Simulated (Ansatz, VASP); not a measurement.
Mo in VASP and in Ansatz

File INCAR:

```
PREC = Accurate ; ENCUT = 520
EDIFF = 1E-6 ; ISMEAR = -1
SIGMA = 0.05 ; LREAL = False
LASPH = True ; NELM = 150
ALGO = Normal ; ISIF = 2
LWAVE = False ; LCHARG = False
MAGMOM = 0 0 0 ; LORBIT = 11
LSORBIT = True ; GGA_COMPAT = False
LORBMOM = True ; LMAXMIX = 4
GGA = B5 ; ALDAX = 1.0
AGGAX = 1.0 ; AGGAC = 1.0
ALDAC = 0.0 ; NBANDS = 25
```

File KPOINTS:

```
regular mesh
0
Gamma
  8 8 8
```

POSCAR

```
Mo
1.0
    0.0000000000      1.9738660091      1.9738660091
    1.9738660091      0.0000000000      1.9738660091
    1.9738660091      1.9738660091      0.0000000000
Mo
1
Direct
    0.0000000000      0.0000000000      0.0000000000
```

The input input.yaml:

```yaml
crystal:
  lattice:
    - [0.0, 1.9738660091, 1.9738660091]
    - [1.9738660091, 0.0, 1.9738660091]
    - [1.9738660091, 1.9738660091, 0.0]
  atoms:
    - { symbol: Mo, position: [0.0, 0.0, 0.0] }
kpoints:
  mp_grid: { grid: [8, 8, 8] }
scf:
  occupations: { method: fermi_dirac, width: 0.05 }
hamiltonian:
  xc: blyp
  pseudopotentials: { kind: all_electron, lapw: { basis_error: 0.001 } }
magnetization:
  noncollinear: true
  spin_orbit: true
output:
  forces: true
  stress: true
  eigenvalues: true
```

Change from the starting cell: volume scaled by 0.94.

Alike in both runs: task single point; functional BLYP; k mesh 8 × 8 × 8; occupations fermi-dirac, width 0.05 eV; non-collinear spin, spin-orbit coupling.

```csv
,VASP,Ansatz
version,VASP 6.6.1,Ansatz 0.2.0
potentials or method,"VASP PAW PBE potentials, release 64 (Mo_sv)","all-electron LAPW, relativistic spinors"
plane-wave cutoff (eV),520,see its input
```

|  | VASP | Ansatz | Ansatz less VASP |
| --- | --- | --- | --- |
| gap on the k mesh at the Fermi level (eV) | none | none | - |
| pressure (GPa) | 20.9 | 20.0 | -0.90 |
| net moment per atom (μB) | 0.00 | 0.00 | 0.000 |

A gap of «none» marks a metal or a gap that the smearing closes. Ansatz ran all-electron here, so the differences hold the error of VASP's frozen core and of both bases.

Caveats: so large a pressure means that the cell lies far from this level's equilibrium, or that cutoff or potentials fall short (VASP); the potentials were made for another functional, which shifts forces and pressure (VASP); the k mesh is thin for a metal, which can move the energy by tens of meV per atom (Ansatz).
